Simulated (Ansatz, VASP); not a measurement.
Two plane-wave programs on LiH

The input INCAR:

```
SYSTEM = LiH
PREC = Accurate
ENCUT = 520
EDIFF = 1E-7
ISMEAR = 0
SIGMA = 0.05
LREAL = .FALSE.
LASPH = .TRUE.
NELM = 100
ALGO = Normal
ISIF = 2
LWAVE = .FALSE.
LCHARG = .FALSE.
GGA = PS
NBANDS = 9
```

The input KPOINTS:

```
regular mesh
0
G
  10 10 10
  0 0 0
```

The input POSCAR:

```
LiH
1.0
    0.0000000000      2.0325000000      2.1138000000
    2.0325000000      0.0000000000      2.1138000000
    2.0325000000      2.0325000000      0.0000000000
Li H
1 1
Direct
    0.0000000000      0.0000000000      0.0000000000
    0.5000000000      0.5000000000      0.5000000000
```

Input for Ansatz:

```yaml
crystal:
  lattice:
    - [0.0, 2.0325, 2.1138]
    - [2.0325, 0.0, 2.1138]
    - [2.0325, 2.0325, 0.0]
  atoms:
    - { symbol: Li, position: [0.0, 0.0, 0.0] }
    - { symbol: H, position: [0.5, 0.5, 0.5] }
basis:
  ecutwfc: 420
kpoints:
  mp_grid: { grid: [10, 10, 10] }
hamiltonian:
  xc: pbesol
scf:
  occupations: { method: gaussian, width: 0.05 }
output:
  forces: true
  stress: true
  eigenvalues: true
```

Change from the starting cell: strain +0.000 along x and y, +0.040 along z, atoms carried along.

Alike in both runs: task single point; functional PBEsol; k mesh 10 × 10 × 10; occupations gaussian, width 0.05 eV; no spin polarisation.

```csv
,VASP,Ansatz
version,VASP 6.6.1,Ansatz 0.2.0
potentials or method,"VASP PAW PBE potentials, release 64 (Li_sv, H)","scalar-relativistic, plane waves, PAW"
plane-wave cutoff (eV),520,420
valence electrons in the cell,4,4
```

```tsv
	VASP	Ansatz	Ansatz less VASP
gap on the k mesh at the Fermi level (eV)	2.39	2.39	+0.002
least direct gap on the mesh (eV)	2.69	2.69	+0.003
```

 A k mesh can miss the band edges.
